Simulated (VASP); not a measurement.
Here is the system:

```
ZnTe
1.0
    0.00000     3.08464     3.08464
    3.08464     0.00000     3.08464
    3.08464     3.08464     0.00000
Zn Te
1 1
Direct
  0.50000   0.50000   0.50000
  0.25000   0.25000   0.25000
```

Method: PBE GGA, VASP's PBE PAW potentials (set 64) (plane waves; VASP). Settings: 300 eV cut-off, 14×14×14 Γ-centred mesh, Gaussian smearing of 0.010 eV, potentials Zn Te.

### Question
Give the electronic dielectric tensor ε∞ (DFPT, local fields included).

### Answer

```
9.07  0.00  0.00
0.00  9.07  0.00
0.00  0.00  9.07
```

### Question
Give the Born effective charges.

### Answer

```
atom   Z*xx   Z*yy   Z*zz   mean
----  -----  -----  -----  -----
Zn1    2.08   2.08   2.08   2.08
Te2   -2.08  -2.08  -2.08  -2.08
```

The structure comes from a computed database's ZnTe entry; how it stands against other phases isn't given here. The cell was not relaxed at this level. The run is one of a series of settings (EDIFF = 1E-8, LEPSILON = .TRUE., KPOINTS 14×14×14 Γ-centred mesh against the base run), some of them coarse on purpose.
